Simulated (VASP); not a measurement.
A run of VASP 6.6.1 is set up as follows.

INCAR

```
PREC = Accurate
ENCUT = 520
EDIFF = 1E-7
ISMEAR = -1
SIGMA = 0.05
LREAL = F
LASPH = T
NELM = 150
ALGO = Normal
ISIF = 2
LWAVE = F
LCHARG = F
ISPIN = 2
MAGMOM = 2.5 0 0
LORBIT = 11
LMAXMIX = 4
METAGGA = R2SCAN
LMIXTAU = T
LEFG = T
```

File KPOINTS:

```
regular mesh
0
Gamma
  12 12 7
```

The input POSCAR:

```
FeSi2
1.0
    2.6840000000      0.0000000000      0.0000000000
    0.0000000000      2.6840000000      0.0000000000
    0.0000000000      0.0000000000      5.1280000000
Fe Si
1 2
Direct
    0.0000000000      0.0000000000      0.0000000000
    0.5000000000      0.5000000000      0.2700000000
    0.5000000000      0.5000000000      0.7300000000
```

Potentials or basis: VASP PAW PBE potentials, release 64 (Fe, Si).

Run with:

```console
$ cat potpaw_PBE.64/Fe/POTCAR potpaw_PBE.64/Si/POTCAR > POTCAR
$ mpirun -np 1 vasp_std > vasp.out
```

Problem. What does it give for the net moment?

Solution. 0.16 μB per cell.

Problem. What does it give for the band gap on the k mesh?

Solution. None (metal or under the smearing width).

Problem. What does it give for the largest force?

Solution. 0.167 eV/Å.

Problem. Estimate the site moments.

Solution. Fe +0.18; Si -0.01 μB.

Electric field gradients, principal values (V/Å²):
```csv
atom,Vxx,Vyy,Vzz
1 Fe,26.990,26.990,-53.980
2 Si,14.149,14.149,-28.298
3 Si,14.149,14.149,-28.298
```

Caveat: the PAW data sets were made with another functional, which shifts forces and pressure a little.
